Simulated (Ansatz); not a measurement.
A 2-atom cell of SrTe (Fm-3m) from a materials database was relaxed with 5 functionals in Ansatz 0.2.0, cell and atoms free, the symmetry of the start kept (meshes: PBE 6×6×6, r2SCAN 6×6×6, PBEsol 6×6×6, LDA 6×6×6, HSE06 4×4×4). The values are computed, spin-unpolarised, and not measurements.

The PBE result:
```cif
data_structure
_symmetry_space_group_name_H-M 'Fm-3m'
_symmetry_Int_Tables_number 225
_cell_length_a 6.7190
_cell_length_b 6.7190
_cell_length_c 6.7190
_cell_angle_alpha 90.000
_cell_angle_beta 90.000
_cell_angle_gamma 90.000
_cell_volume 303.33
loop_
_atom_site_label
_atom_site_type_symbol
_atom_site_symmetry_multiplicity
_atom_site_Wyckoff_symbol
_atom_site_fract_x
_atom_site_fract_y
_atom_site_fract_z
_atom_site_occupancy
Sr1 Sr 4 a 0.00000 0.00000 0.00000 1
Te1 Te 4 b 0.50000 0.00000 0.00000 1
```

The symmetry is Fm-3m (No. 225, cubic); conventional cell a = 6.719 Å, 37.92 Å³ an atom. Sr has 6 Te at 3.36 Å; Te has 6 Sr at 3.36 Å.

(1) What lattice does LDA give?

(2) What lattice does r2SCAN give?

(3) Held at the r2SCAN cell, what mean stress do LDA and PBE find, and does its sign point to their own minimum?

## Answers

(1) a = 6.528 Å; the volume differs by -8.3 % from PBE's. Sr is surrounded by 6 Te at 3.26 Å; Te is surrounded by 6 Sr at 3.26 Å.

(2) a = 6.705 Å; the volume differs by -0.6 % from PBE's. Sr is surrounded by 6 Te at 3.35 Å; Te is surrounded by 6 Sr at 3.35 Å.

(3) Yes. LDA -2.68 GPa, and its relaxed volume is -7.7 % from r2SCAN's; PBE +0.20 GPa, and its relaxed volume is +0.6 % from r2SCAN's. Compression counts positive, so a positive stress asks for a larger cell.
